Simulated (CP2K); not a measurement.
# Si: equation of state with PBE

The system is Si.

```
Si
1.0
     2.62054    0.00000    0.00000
    -1.31027    2.26946    0.00000
     0.00000    0.00000    2.46635
Si
1
Cartesian
  0.0000 0.0000 0.0000
```

This isn't the form of Si at room conditions, which is diamond.

| Item | Value |
| --- | --- |
| Program | CP2K 2026.2 |
| Task | equation of state |
| Functional | PBE |
| Potentials or basis | POTENTIAL_UZH Si GTH-PBE-q4; TZVP-MOLOPT-PBE-GTH basis |
| Density cutoff | 6123 eV |
| k mesh | 12 × 12 × 11 |
| Occupations | fermi-dirac, width 0.05 eV |
| Spin | no spin polarisation |

```
Equilibrium volume                        : 14.98 Å³/atom
Bulk modulus at fixed shape and positions : 109 GPa
Pressure derivative of the bulk modulus   : 4.6
```

Energy against volume, from the lowest point:
```tsv
volume (Å³/atom)	energy (meV/atom)
13.788	37.72
14.081	20.63
14.375	9.02
14.668	2.31
14.961	0.00
15.255	1.63
15.548	6.79
```

All runs of the series together: 9.3 min on 1 thread of AMD EPYC 7R43 64-Core Processor (Zen 3) (shared host).

Caveat: the cell was scaled at fixed shape and fractional positions, which overstates the stiffness of a crystal with free parameters, most of all of layers and chains; the basis of atomic orbitals isn't converged, which shifts pressures, moduli and gaps.
